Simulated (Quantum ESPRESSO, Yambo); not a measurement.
# BAs (F-43m): G0W0 in Yambo against the bands

How does the gap of BAs (F-43m) converge in the bands?

Program: Yambo 5.3.0. Level of theory: PBE and many-body steps on it, plane waves. Results are calculated unless marked as measured.

Most raw output is cut from this account.

## 1. The structure

Symmetry: F-43m, No. 216, cubic system. Conventional cell: a = 4.777 Å, b = 4.777 Å, c = 4.777 Å, α = 90.00°, β = 90.00°, γ = 90.00°. Nearest to B lie 4 As at 2.07 Å. As has 4 B at 2.07 Å nearest. Farther neighbours are not listed.

Coordinates:

```xyz
2
Lattice="0.0000 2.3885 2.3885 2.3885 0.0000 2.3885 2.3885 2.3885 0.0000" Properties=species:S:1:pos:R:3 pbc="T T T"
B     0.0000    0.0000    0.0000
As    1.1942    1.1942    1.1942
```

The cell and positions come from the Crystallography Open Database and are kept as given unless a step says otherwise.

## 2. 31 bands

This step: Yambo 5.3.0; G0W0 on PBE, plane waves, norm-conserving pseudopotentials.

G0W0 replaces the xc potential by the self-energy, built once from these orbitals. Only a window of levels is corrected, while the sums run over the empty bands that the input names.

gw1.in

```
HF_and_locXC
gw0
dyson
ppa
em1d
rim_cut
RandQpts= 1000000
RandGvec= 1 RL
EXXRLvcs= 100 Ry
VXCRLvcs= 400 Ry
Chimod= "HARTREE"
% BndsRnXp
 1 | 31 |
%
NGsBlkXp= 15.5 Ry
% LongDrXp
 1 | 1 | 1 |
%
% GbndRnge
 1 | 31 |
%
DysSolver= "n"
ExtendOut
PPAPntXp= 27.21138 eV
% QPkrange
 1 | 1 | 12 | 15 |
 7 | 7 | 12 | 15 |
%
```

Command:

```bash
$ OMP_NUM_THREADS=1 mpirun -n 4 yambo -F gw1.in -J gw1 -C gw1 > gw1.log
```

Wall time 22 s (4 MPI ranks of Arm Neoverse V1, shared host); peak memory 1.4 GiB.

Numbers from this step:

- G0W0 gap on the points computed: 1.820 eV
- starting gap on the mesh: 1.451 eV
- k of the valence top: 0, 0, 0
- k of the conduction bottom: 0, -0.5, -0.5
- least direct G0W0 gap on the computed points: 4.122 eV
- Z at the valence top: 0.8088
- Z at the conduction bottom: 0.8175

The gap on the mesh goes from 1.45 eV to 1.82 eV, a correction of +0.37 eV.

## 3. 53 bands

gw2.in, as its differences from gw1.in of step 2:

```diff
@@ -12,3 +12,3 @@
 % BndsRnXp
- 1 | 31 |
+ 1 | 53 |
 %
@@ -19,3 +19,3 @@
 % GbndRnge
- 1 | 31 |
+ 1 | 53 |
 %
```

Command:

```bash
$ OMP_NUM_THREADS=1 mpirun -n 4 yambo -F gw2.in -J gw2 -C gw2 > gw2.log
```

It took 36 s on 4 MPI ranks; peak memory 1.4 GiB; 2.3 min of CPU time.

Numbers from this step:

```
G0W0 gap on the points computed              : 1.881 eV
starting gap on the mesh                     : 1.451 eV
k of the valence top                         : 0, 0, 0
k of the conduction bottom                   : 0, -0.5, -0.5
least direct G0W0 gap on the computed points : 4.101 eV
Z at the valence top                         : 0.8060
Z at the conduction bottom                   : 0.8157
```

Against the run before, the gap moves by +0.060 eV.

## 4. 94 bands

gw3.in, as its differences from gw2.in of step 3:

```diff
@@ -12,3 +12,3 @@
 % BndsRnXp
- 1 | 53 |
+ 1 | 94 |
 %
@@ -19,3 +19,3 @@
 % GbndRnge
- 1 | 53 |
+ 1 | 94 |
 %
```

Command:

```bash
$ OMP_NUM_THREADS=1 mpirun -n 4 yambo -F gw3.in -J gw3 -C gw3 > gw3.log
```

It took 63 s on 4 MPI ranks; peak memory 1.4 GiB; 4.1 min of CPU time.

Numbers from this step:

- G0W0 gap on the points computed: 1.952 eV
- starting gap on the mesh: 1.451 eV
- k of the valence top: 0, 0, 0
- k of the conduction bottom: 0, -0.5, -0.5
- least direct G0W0 gap on the computed points: 4.121 eV

Against the run before, the gap moves by +0.071 eV.

## 5. 162 bands

gw4.in, as its differences from gw3.in of step 4:

```diff
@@ -12,3 +12,3 @@
 % BndsRnXp
- 1 | 94 |
+ 1 | 162 |
 %
@@ -19,3 +19,3 @@
 % GbndRnge
- 1 | 94 |
+ 1 | 162 |
 %
```

Command:

```bash
$ OMP_NUM_THREADS=1 mpirun -n 4 yambo -F gw4.in -J gw4 -C gw4 > gw4.log
```

It took 1.8 min on 4 MPI ranks; peak memory 1.5 GiB; 7.1 min of CPU time.

This step gave:

```yaml
g0w0_gap_on_the_points_computed: 1.995 eV
starting_gap_on_the_mesh: 1.451 eV
k_of_the_valence_top: 0, 0, 0
k_of_the_conduction_bottom: 0, -0.5, -0.5
least_direct_g0w0_gap_on_the_computed_points: 4.135 eV
```

Against the run before, the gap moves by +0.043 eV.

## 6. 243 bands

gw5.in, as its differences from gw4.in of step 5:

```diff
@@ -12,3 +12,3 @@
 % BndsRnXp
- 1 | 162 |
+ 1 | 243 |
 %
@@ -19,3 +19,3 @@
 % GbndRnge
- 1 | 162 |
+ 1 | 243 |
 %
```

Command:

```bash
$ OMP_NUM_THREADS=1 mpirun -n 4 yambo -F gw5.in -J gw5 -C gw5 > gw5.log
```

Wall time 2.7 min (4 MPI ranks); peak memory 1.7 GiB.

Numbers from this step:

```
G0W0 gap on the points computed              : 2.015 eV
starting gap on the mesh                     : 1.451 eV
k of the valence top                         : 0, 0, 0
k of the conduction bottom                   : 0, -0.5, -0.5
least direct G0W0 gap on the computed points : 4.141 eV
```

Against the run before, the gap moves by +0.020 eV.

## 7. 334 bands

gw6.in, as its differences from gw5.in of step 6:

```diff
@@ -12,3 +12,3 @@
 % BndsRnXp
- 1 | 243 |
+ 1 | 334 |
 %
@@ -19,3 +19,3 @@
 % GbndRnge
- 1 | 243 |
+ 1 | 334 |
 %
```

Command:

```bash
$ OMP_NUM_THREADS=1 mpirun -n 4 yambo -F gw6.in -J gw6 -C gw6 > gw6.log
```

Run time: 3.7 min. Hardware: 4 MPI ranks; peak memory 1.9 GiB; 15 min of CPU time.

This step gave:

* G0W0 gap on the points computed: 2.026 eV
* starting gap on the mesh: 1.451 eV
* k of the valence top: 0, 0, 0
* k of the conduction bottom: 0, -0.5, -0.5
* least direct G0W0 gap on the computed points: 4.145 eV

Against the run before, the gap moves by +0.011 eV.

## 8. Side by side

Times are wall times on 4 MPI ranks of Arm Neoverse V1, shared host, good to a factor of about two.

| run | mesh | bands | screening cutoff (eV) | DFT gap (eV) | gap on the mesh (eV) | direct (eV) | time |
| --- | --- | --- | --- | --- | --- | --- | --- |
| 31 bands | 4×4×4 | 31 | 210.9 | 1.451 | 1.820 | 4.122 | 22 s |
| 53 bands | 4×4×4 | 53 | 210.9 | 1.451 | 1.881 | 4.101 | 36 s |
| 94 bands | 4×4×4 | 94 | 210.9 | 1.451 | 1.952 | 4.121 | 63 s |
| 162 bands | 4×4×4 | 162 | 210.9 | 1.451 | 1.995 | 4.135 | 1.8 min |
| 243 bands | 4×4×4 | 243 | 210.9 | 1.451 | 2.015 | 4.141 | 2.7 min |
| 334 bands | 4×4×4 | 334 | 210.9 | 1.451 | 2.026 | 4.145 | 3.7 min |

## 9. Results

```
31 bands     : 1.820 eV
53 bands     : 1.881 eV
94 bands     : 1.952 eV
162 bands    : 1.995 eV
243 bands    : 2.015 eV
334 bands    : 2.026 eV
known limits : not at the basis limit; no spin-orbit coupling; coarse k mesh
```

In words: The setting moved: bands. From 31 bands to 334 bands the gap moves by +0.21 eV, for 10 times the time. The last step still moves it by +0.011 eV. Bands and screening cutoff are coupled, so a series along one setting does not show full convergence. Bands and cutoff are finite, so the gap is not at the basis limit. The miss can reach some tenths of an eV and take either sign; the mesh is an error of its own. In the G0W0 runs levels were corrected at 2 k points alone, so a gap called «on the mesh» is the least over those, and an edge elsewhere would be missed. A denser mesh or path gives a starting gap of 1.21 eV: the GW mesh misses a band edge, so its gaps are not the fundamental one. The 4×4×4 mesh is coarse for this cell, which bears on the long-range parts of exchange and screening. The many-body steps are scalar-relativistic: spin-orbit coupling is not in them.

[Paths, hosts, dates, memory and timing lines, banners, echoed tables and standing remarks are left out of the program output.]

[Logs are printed without paths, hosts, clocks, repeated set-up lines and the standing remarks that a program may print on its own settings, such as how far it seeks lower states.]

[Runs of the session that timed out or met a known fault of the program may be left out.]

[Hosts, paths, dates, database ids (printed as entryN), source tags and the programs' standing remarks are cut or masked in the printed files.]
